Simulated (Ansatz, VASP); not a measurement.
# Two plane-wave programs on SiC

```
Si C
1.0
     0.00000    2.20661    2.14139
     2.20661    0.00000    2.14139
     2.20661    2.20661    0.00000
Si C
1 1
Cartesian
  0.0000 0.0000 0.0000
  3.3099 3.3099 3.2121
```

Change from the starting cell: strain +0.015 along x and y, -0.015 along z, atoms carried along.

Alike in both runs: task single point; functional PBE; k mesh 12 × 12 × 12; occupations gaussian, width 0.05 eV; no spin polarisation.

|  | VASP | Ansatz |
| --- | --- | --- |
| version | VASP 6.6.1 | Ansatz 0.2.0 |
| potentials or method | VASP PAW PBE potentials, release 64 (Si, C) | scalar-relativistic, plane waves, PAW |
| plane-wave cutoff (eV) | 520 | 420 |
| valence electrons in the cell | 8 | 8 |

```tsv
	VASP	Ansatz	Ansatz less VASP
gap on the k mesh at the Fermi level (eV)	1.06	1.06	+0.003
least direct gap on the mesh (eV)	4.50	4.50	+0.004
pressure (GPa)	1.4	1.5	+0.05
largest component of the traceless stress (GPa)	4.82	4.81	-0.013
```

A k mesh can miss the band edges.
